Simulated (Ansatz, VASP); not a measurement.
# One calculation of Ru, two programs

```
Ru
1.0
     2.68681    0.00000    0.00000
    -1.34341    2.32685    0.00000
     0.00000    0.00000    4.60251
Ru
2
Cartesian
  0.0000 1.5512 1.1506
  1.3434 0.7756 3.4519
```

Alike in both runs: task single point; functional PBEsol; k mesh 21 × 21 × 12; occupations gaussian, width 0.15 eV; no spin polarisation.

```csv
,VASP,Ansatz
version,VASP 6.6.1,Ansatz 0.2.0
potentials or method,"VASP PAW PBE potentials, release 64 (Ru_pv)","scalar-relativistic, plane waves, PAW"
plane-wave cutoff (eV),520,420
valence electrons in the cell,28,32
```

VASP gave:

- gap on the k mesh at the Fermi level (eV): none
- pressure (GPa): -20.9
- largest component of the traceless stress (GPa): 21.28

Problem. What did Ansatz give for the same quantities?

Solution. gap on the k mesh at the Fermi level (eV): none; pressure (GPa): -20.8; largest component of the traceless stress (GPa): 21.33.

A gap of «none» marks a metal or a gap that the smearing closes. The two sets of potentials don't hold the same shells in valence. Ansatz warned: «pseudo_functional_mismatch».

Caveats: so large a pressure means that the cell lies far from this level's equilibrium, or that cutoff or potentials fall short (VASP); the potentials were made for another functional, which shifts forces and pressure (VASP).
